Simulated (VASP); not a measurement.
Input of a VASP 6.6.1 run:

File POSCAR:

```
SiC                                     
1.0
    0.0000000000      2.1790000000      2.1790000000
    2.1790000000      0.0000000000      2.1790000000
    2.1790000000      2.1790000000      0.0000000000
  Si              C             
     1     1
Direct
     0.0000000000000000    0.0000000000000000    0.0000000000000000
     0.2500000000000000    0.2500000000000000    0.2500000000000000
```

File INCAR.step1:

```
SYSTEM = SiC
PREC = Accurate
ENCUT = 500
EDIFF = 1E-8
ISMEAR = 0
SIGMA = 0.01
LREAL = .FALSE.
LASPH = .TRUE.
NELM = 80
ALGO = Normal
LWAVE = .TRUE.
LCHARG = .FALSE.
GGA = PE
KPAR = 4
```

INCAR.step2

```
SYSTEM = SiC
PREC = Accurate
ENCUT = 500
EDIFF = 1E-8
ISMEAR = 0
SIGMA = 0.01
LREAL = .FALSE.
LASPH = .TRUE.
NELM = 1
ALGO = Exact
LWAVE = .TRUE.
LCHARG = .FALSE.
GGA = PE
KPAR = 4
NBANDS = 81
LOPTICS = .TRUE.
ISTART = 1
```

The input INCAR.step3:

```
SYSTEM = SiC
PREC = Accurate
ENCUT = 500
EDIFF = 1E-8
ISMEAR = 0
SIGMA = 0.01
LREAL = .FALSE.
LASPH = .TRUE.
ALGO = EVGW0
LWAVE = .FALSE.
LCHARG = .FALSE.
GGA = PE
KPAR = 4
NELMGW = 4
NBANDS = 81
ENCUTGW = 150
NOMEGA = 48
PRECFOCK = Fast
ISTART = 1
NBANDSGW = 12
```

Contents of KPOINTS:

```
Automatic mesh
0
G
  6 6 6
  0 0 0
```

Potentials or basis: VASP PAW PBE potentials, release 64 (Si_GW, C_GW).

Run with:

```console
$ cat potpaw_PBE.64/Si_GW/POTCAR potpaw_PBE.64/C_GW/POTCAR > POTCAR
$ cp INCAR.step1 INCAR
$ mpirun -np 4 vasp_std > vasp.out
$ cp INCAR.step2 INCAR
$ mpirun -np 4 vasp_std > vasp.out
$ cp INCAR.step3 INCAR
$ mpirun -np 4 vasp_std > vasp.out
```

Question: Estimate the quasiparticle gap.

Answer: 2.30 eV.

Question: Estimate the least direct quasiparticle gap.

Answer: 5.79 eV.

Question: What does it give for the band gap on the k mesh, mean-field level?

Answer: 1.35 eV, indirect (least direct gap 4.54 eV).

Quasiparticle gap after each update of the energies (eV): 2.15, 2.28, 2.29, 2.30

Caveat: bands, screening cutoff and mesh are small and nothing is extrapolated, so the quasiparticle values aren't converged.

**The experiment to reproduce.**

“Insight into the structural, elastic and electronic properties of a new orthorhombic 6O-SiC polytype”, 2020, pmc:7200658 quotes, for a bulk crystal of SiC: band gap 2.4 eV (indirect).

Measured gap of SiC: 2.4 eV (indirect; quoted in “Insight into the structural, elastic and electronic properties of a new orthorhombic 6O-SiC polytype”, 2020, pmc:7200658). This calculation gives 2.30 eV (-0.10 eV). The value is that of GW on PBE, without temperature or zero-point motion.
